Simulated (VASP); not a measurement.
# PtSe2 (P-3m1) in VASP: band structure with PBE+D3(BJ)

Aim: the band structure of PtSe2 with PBE+D3(BJ).

Everything below comes from runs of VASP 6.6.1. Logs are shortened: lines on timing, memory, paths and dates and some standing lists are left out, and cuts for length are marked.

**1. The structure**

Symmetry: P-3m1, No. 164, trigonal system. Conventional cell: a = 3.724 Å, b = 3.724 Å, c = 5.062 Å, α = 90.00°, β = 90.00°, γ = 120.00°. Pt (site symmetry -3m) is surrounded by 6 Se at 2.52 Å. Se (site symmetry 3m) is surrounded by 3 Pt at 2.52 Å.

**2. Band structure, PBE+D3(BJ)**

INCAR

```
PREC = Accurate ; ENCUT = 520
EDIFF = 1E-7 ; ISMEAR = 0
SIGMA = 0.02 ; LREAL = F
LASPH = T ; NELM = 100
ALGO = Normal ; ISIF = 2
LWAVE = F ; LCHARG = F
LMAXMIX = 4 ; GGA = PE
IVDW = 12
```

KPOINTS

```
regular mesh
0
Gamma
  9 9 6
```

POSCAR

```
PtSe2                                   
1.0
    3.7240000000      0.0000000000      0.0000000000
   -1.8620000000      3.2250786000      0.0000000000
    0.0000000000      0.0000000000      5.0620000000
  Pt              Se            
     1     2
Direct
     0.0000000000000000    0.0000000000000000    0.0000000000000000
     0.3333333300000021    0.6666666699999979    0.2598283988788712
     0.6666666699999979    0.3333333300000021    0.7401716011211288
```

KPOINTS_OPT

```
path GMKGALHA,LM,KH
20
line-mode
reciprocal
 0.0000000000  0.0000000000  0.0000000000  G
 0.5000000000  0.0000000000  0.0000000000  M

 0.5000000000  0.0000000000  0.0000000000  M
 0.3333333333  0.3333333333  0.0000000000  K

 0.3333333333  0.3333333333  0.0000000000  K
 0.0000000000  0.0000000000  0.0000000000  G

 0.0000000000  0.0000000000  0.0000000000  G
 0.0000000000  0.0000000000  0.5000000000  A

 0.0000000000  0.0000000000  0.5000000000  A
 0.5000000000  0.0000000000  0.5000000000  L

 0.5000000000  0.0000000000  0.5000000000  L
 0.3333333333  0.3333333333  0.5000000000  H

 0.3333333333  0.3333333333  0.5000000000  H
 0.0000000000  0.0000000000  0.5000000000  A

 0.5000000000  0.0000000000  0.5000000000  L
 0.5000000000  0.0000000000  0.0000000000  M

 0.3333333333  0.3333333333  0.0000000000  K
 0.3333333333  0.3333333333  0.5000000000  H
```

Potentials or basis: VASP PAW PBE potentials, release 64 (Pt, Se).

Started as:

```sh
> cat potpaw_PBE.64/Pt/POTCAR potpaw_PBE.64/Se/POTCAR > POTCAR
> mpirun -np 1 vasp_std > vasp.out
```

OUTCAR:

```text
PREC = Accurate
   ENCUT = 520
   EDIFF = 1E-7
   ISMEAR = 0
   LREAL = F
   LASPH = T
   NELM = 100
   ISIF = 2
   GGA = PE
   IVDW = 12
 IVDW          = 12

 ion  position               nearest neighbor table
   1  0.000  0.000  0.000-   2 2.52   3 2.52   2 2.52   3 2.52   3 2.52   2 2.52
   2  0.333  0.667  0.260-   1 2.52   1 2.52   1 2.52
   3  0.667  0.333  0.740-   1 2.52   1 2.52   1 2.52

  LATTYP: Found a hexagonal cell.
 ALAT       =     3.7240000000
 C/A-ratio  =     1.3592910849

  Lattice vectors:

 A1 = (   3.7240000000,   0.0000000000,   0.0000000000)
 A2 = (  -1.8620000000,   3.2250786000,   0.0000000000)
 A3 = (   0.0000000000,   0.0000000000,   5.0620000000)

Analysis of symmetry for initial positions (statically):
=====================================================================
 Subroutine PRICEL returns:
 Original cell was already a primitive cell.

 Routine SETGRP: Setting up the symmetry group for a
 hexagonal supercell.

 Subroutine GETGRP returns: Found 12 space group operations
 (whereof 12 operations were pure point group operations)
 out of a pool of 24 trial point group operations.

The static configuration has the point symmetry D_3d.

Analysis of symmetry for dynamics (positions and initial velocities):
=====================================================================
 Subroutine PRICEL returns:
 Original cell was already a primitive cell.

 Routine SETGRP: Setting up the symmetry group for a
 hexagonal supercell.

 Subroutine GETGRP returns: Found 12 space group operations
 (whereof 12 operations were pure point group operations)
 out of a pool of 24 trial point group operations.

The dynamic configuration has the point symmetry D_3d.

 Subroutine INISYM returns: Found 12 space group operations
 (whereof 12 operations are pure point group operations),
 and found     1 'primitive' translations

----------------------------------------------------------------------------------------

                                     Primitive cell

  volume of cell :      60.7956

  direct lattice vectors                    reciprocal lattice vectors
     3.724000000  0.000000000  0.000000000     0.268528464  0.155034981  0.000000000
    -1.862000000  3.225078600  0.000000000     0.000000000  0.310069962  0.000000000
     0.000000000  0.000000000  5.062000000     0.000000000  0.000000000  0.197550375

  length of vectors
     3.724000000  3.723999997  5.062000000     0.310069962  0.310069962  0.197550375

  position of ions in fractional coordinates (direct lattice)
     0.000000000  0.000000000  0.000000000
     0.333333330  0.666666670  0.259828399
     0.666666670  0.333333330  0.740171601

  ion indices of the primitive-cell ions
   primitive index   ion index
                 1           1
                 2           2
                 3           3

----------------------------------------------------------------------------------------

 KPOINTS: regular mesh

Automatic generation of k-mesh.
 Grid dimensions read from file:
 generate k-points for:    9    9    6

 Generating k-lattice:

  Cartesian coordinates                     Fractional coordinates (reciprocal lattice)
     0.029836496  0.017226109  0.000000000     0.111111111  0.000000000  0.000000000
     0.000000000  0.034452218  0.000000000     0.000000000  0.111111111  0.000000000
     0.000000000  0.000000000  0.032925063     0.000000000  0.000000000  0.166666667

  Length of vectors
     0.034452218  0.034452218  0.032925063

  Shift w.r.t. Gamma in fractional coordinates (k-lattice)
     0.000000000  0.000000000  0.000000000

 Subroutine IBZKPT returns following result:
 ===========================================

 Found     62 irreducible k-points:

 Following reciprocal coordinates:
            Coordinates               Weight
  0.000000  0.000000  0.000000      1.000000
  0.111111  0.000000  0.000000      6.000000
  0.222222  0.000000  0.000000      6.000000
  0.333333 -0.000000  0.000000      6.000000
  0.444444  0.000000  0.000000      6.000000
  0.111111  0.111111  0.000000      6.000000
[... 16 lines left out ...]
  0.222222  0.111111  0.166667     12.000000
 -0.111111  0.333333  0.166667     12.000000
 [... further k-points ...]
   k-points           NKPTS =     62   k-points in BZ     NKDIM =     62   number of bands    NBANDS=     15
   number of dos      NEDOS =    301   number of ions     NIONS =      3
   total plane-waves  NPLWV =  31360
   dimension x,y,z NGX =    28 NGY =   28 NGZ =   40
   dimension x,y,z NGXF=    56 NGYF=   56 NGZF=   80
   ions per type =               1   2
   NGX,Y,Z   is equivalent  to a cutoff of  12.50, 12.50, 13.14 a.u.
   NGXF,Y,Z  is equivalent  to a cutoff of  25.00, 25.00, 26.27 a.u.
 SYSTEM =  unknown system
   PREC   = accura    normal or accurate (medium, high low for compatibility)
   ISTART =      0    job   : 0-new  1-cont  2-samecut
   ICHARG =      2    charge: 1-file 2-atom 10-const
   ISPIN  =      1    spin polarized calculation?
   LNONCOLLINEAR =      F non collinear calculations
   LSORBIT =      F    spin-orbit coupling
   LASPH  =      T    aspherical Exc in radial PAW
   ENCUT  =  520.0 eV  38.22 Ry    6.18 a.u.   6.92  6.92  9.41*2*pi/ulx,y,z
   NELM   =    100;   NELMIN=  2; NELMDL= -5     # of ELM steps
   EDIFF  = 0.1E-06   stopping-criterion for ELM
   LREAL  =      F    real-space projection
   EDIFFG = 0.1E-05   stopping-criterion for IOM
   NSW    =      0    number of steps for IOM
   IBRION =     -1    ionic relax: 0-MD 1-quasi-New 2-CG
   NFREE  =      0    steps in history (QN), initial steepest desc. (CG)
   ISIF   =      2    stress and relaxation
   ISYM   =      2    0-nonsym 1-usesym 2-fastsym
   POTIM  = 0.5000    time-step for ionic-motion
   TEBEG  =    0.0;   TEEND  =   0.0 temperature during run
   PSTRESS=    0.0 pullay stress
   NELECT =      22.0000    total number of electrons
   NUPDOWN=      -1.0000    fix difference up-down
   EMIN   =  10.00;   EMAX   =-10.00  energy-range for DOS
   EFERMI =   0.00;   METHOD = LEGACY
   ISMEAR =     0;   SIGMA  =   0.02  broadening in eV -4-tet -1-fermi 0-gaus
   EFERMI_NEDOS =   21; number of points for ismear=-14 and -15
   IALGO  =     38    algorithm
   IMIX   =      4    mixing-type and parameters
     AMIX     =   0.40;   BMIX     =  1.00
     AMIX_MAG =   1.60;   BMIX_MAG =  1.00
  volume/ion in A,a.u.               =      20.27       136.76
  Fermi-wavevector in a.u.,A,eV,Ry     =   1.166608  2.204570 18.517184  1.360975
  Thomas-Fermi vector in A             =   2.303119
   LORBIT       =      0    0 simple, 1 ext, 2 COOP (PROOUT), +10 PAW based schemes
   GGA     = PE    functional components
   LHFCALC =     F    Hartree Fock is set to
   AEXX    =    0.0000 exact exchange contribution
   IVDW    =    12    specifies the selected vdW correction
   LEPSILON=     F    determine dielectric tensor
   LRPA    =     F    only Hartree local field effects (RPA)
 non-spin polarized calculation
 Gauss-broadening in eV      SIGMA  =   0.02
  energy-cutoff  :      520.00
  volume of cell :       60.80
 maximum number of plane-waves:      1650
   NGX = 13   NGY = 13   NGZ = 19

 number of electron      22.0000000 magnetization

 Free energy of the ion-electron system (eV)
  ---------------------------------------------------
  ext. energy  EPLUGINS =         0.00000000
  ---------------------------------------------------
  free energy    TOTEN  =       -14.21293622 eV

  energy without entropy =      -14.21274244  energy(sigma->0) =      -14.21283933

 E-fermi :   6.5293     XC(G=0): -10.6719

 val. band max:        6.4208129554   @ k =   0.3333   0.3333   0.0000
 cond. band min:       6.5319567380   @ k =   0.0000   0.3333   0.3333
 fundamental gap:      0.1111437826
 Fermi energy:         6.5292929265

 k-point     1 :       0.0000    0.0000    0.0000
  band No.  band energies     occupation
      1      -9.0780      2.00000
      2      -6.3361      2.00000
      3      -0.6752      2.00000
      4       0.3011      2.00000
      5       0.3011      2.00000
      6       2.6179      2.00000
      7       2.6179      2.00000
      8       3.8526      2.00000
      9       5.5194      2.00000
     10       5.5194      2.00000
     11       7.0106      0.00000
     12       7.7528      0.00000
     13       7.7528      0.00000
     14      10.1035      0.00000
     15      10.6081      0.00000

 k-point     2 :       0.1111    0.0000    0.0000
  band No.  band energies     occupation
      1      -8.9433      2.00000
      2      -6.3892      2.00000
      3      -0.5066      2.00000
      4       0.3840      2.00000
      5       0.3912      2.00000
      6       2.4261      2.00000
      7       2.5285      2.00000
      8       3.6108      2.00000
      9       5.0156      2.00000
     10       5.3636      2.00000
     11       6.3808      2.00000
     12       7.8377      0.00000
     13       7.8876      0.00000
     14      10.9387      0.00000
     15      11.3805      0.00000

 k-point     3 :       0.2222    0.0000    0.0000
  band No.  band energies     occupation
      1      -8.5639      2.00000
      2      -6.5323      2.00000
      3      -0.0494      2.00000
      4       0.5924      2.00000
      5       0.6573      2.00000
      6       1.6386      2.00000
      7       2.3792      2.00000
      8       3.1348      2.00000
      9       4.4688      2.00000
     10       4.8805      2.00000
     11       5.3400      2.00000
     12       7.9653      0.00000
     13       8.1310      0.00000
     14      11.5144      0.00000
     15      12.5065      0.00000
[... 343 lines left out ...]
 k-point    23 :       0.2222    0.1111    0.1667
  band No.  band energies     occupation
      1      -8.1183      2.00000
      2      -6.8082      2.00000
      3       0.2463      2.00000
      4       0.6500      2.00000
      5       0.8670      2.00000
      6       1.5764      2.00000
      7       1.9214      2.00000
      8       3.1305      2.00000
      9       3.8077      2.00000
     10       4.3058      2.00000
     11       5.0895      2.00000
     12       7.8290      0.00000
     13       8.2913      0.00000
     14      11.7953      0.00000
     15      13.2209      0.00000

 k-point    24 :      -0.1111    0.3333    0.1667
  band No.  band energies     occupation
      1      -8.1531      2.00000
      2      -6.7364      2.00000
      3      -0.0638      2.00000
      4       0.5434      2.00000
      5       0.9367      2.00000
      6       1.3852      2.00000
      7       2.1948      2.00000
      8       3.0832      2.00000
      9       4.2272      2.00000
     10       4.4932      2.00000
     11       5.9935      2.00000
     12       6.7516      0.00000
     13       7.8818      0.00000
     14      11.1301      0.00000
     15      12.8073      0.00000

 [... further k-points ...]

------------------------ aborting loop because EDIFF is reached ----------------------------------------

 Edisp (eV)   -1.43346

 E8    (eV) :    -0.6155

  FORCE on cell =-STRESS in cart. coord.  units (eV):
  Direction    XX          YY          ZZ          XY          YZ          ZX
  --------------------------------------------------------------------------------------
  -------------------------------------------------------------------------------------
  Total       0.46515     0.46515    -0.54560     0.00000    -0.00000     0.00000
  in kB      12.25822    12.25822   -14.37853     0.00000    -0.00000     0.00000
  external pressure =        3.38 kB  Pullay stress =        0.00 kB

 VOLUME and BASIS-vectors are now :
 -----------------------------------------------------------------------------
  energy-cutoff  :      520.00
  volume of cell :       60.80
      direct lattice vectors                 reciprocal lattice vectors
     3.724000000  0.000000000  0.000000000     0.268528464  0.155034981  0.000000000
    -1.862000000  3.225078600  0.000000000     0.000000000  0.310069962  0.000000000
     0.000000000  0.000000000  5.062000000     0.000000000  0.000000000  0.197550375

 POSITION                                       TOTAL-FORCE (eV/Angst)
 -----------------------------------------------------------------------------------
      0.00000      0.00000      0.00000        -0.000000      0.000000      0.000000
     -0.00000      2.15005      1.31525         0.000000      0.000000     -0.001854
      1.86200      1.07503      3.74675        -0.000000      0.000000      0.001854
 -----------------------------------------------------------------------------------
    total drift:                               -0.000000     -0.000000     -0.000000

  FREE ENERGIE OF THE ION-ELECTRON SYSTEM (eV)
  ---------------------------------------------------
  free  energy   TOTEN  =       -15.6463954242 eV

  energy  without entropy=      -15.6462016487  energy(sigma->0) =      -15.64629854
```

It took 99 s on 1 thread of Intel Xeon Platinum 8488C (Sapphire Rapids), shared host; peak memory 0.25 GiB.

What came out:

- Free energy: -15.6464 eV
- Pressure: 0.3 GPa
- Band gap along the path: none (metal or under the smearing width)
- Dispersion energy per atom: -0.478 eV

Levels at the corners of the path, in eV from the Fermi level:
| point | band 9 | band 10 | band 11 | band 12 | band 13 | band 14 |
| --- | --- | --- | --- | --- | --- | --- |
| Γ | -1.01 | -1.01 | 0.48 | 1.22 | 1.22 | 3.57 |
| M | -3.37 | -3.33 | -2.96 | 0.50 | 2.26 | 4.86 |
| M | -3.37 | -3.33 | -2.96 | 0.50 | 2.26 | 4.86 |
| K | -2.65 | -1.74 | -1.74 | -0.11 | -0.11 | 3.73 |
| K | -2.65 | -1.74 | -1.74 | -0.11 | -0.11 | 3.73 |
| Γ | -1.01 | -1.01 | 0.48 | 1.22 | 1.22 | 3.57 |
| Γ | -1.01 | -1.01 | 0.48 | 1.22 | 1.22 | 3.57 |
| A | -1.81 | -1.54 | -1.54 | 2.19 | 2.19 | 4.84 |
| A | -1.81 | -1.54 | -1.54 | 2.19 | 2.19 | 4.84 |
| L | -3.12 | -2.62 | -1.37 | 0.73 | 1.47 | 4.47 |
| L | -3.12 | -2.62 | -1.37 | 0.73 | 1.47 | 4.47 |
| H | -3.57 | -2.52 | -2.52 | 2.01 | 2.01 | 6.43 |
| H | -3.57 | -2.52 | -2.52 | 2.01 | 2.01 | 6.43 |
| A | -1.81 | -1.54 | -1.54 | 2.19 | 2.19 | 4.84 |
| L | -3.12 | -2.62 | -1.37 | 0.73 | 1.47 | 4.47 |
| M | -3.37 | -3.33 | -2.96 | 0.50 | 2.26 | 4.86 |
| K | -2.65 | -1.74 | -1.74 | -0.11 | -0.11 | 3.73 |
| H | -3.57 | -2.52 | -2.52 | 2.01 | 2.01 | 6.43 |

Caveat: spin-orbit coupling is left out, which moves the levels of the heavy elements; pairwise dispersion overbinds metals, which lowers pressure and volume.
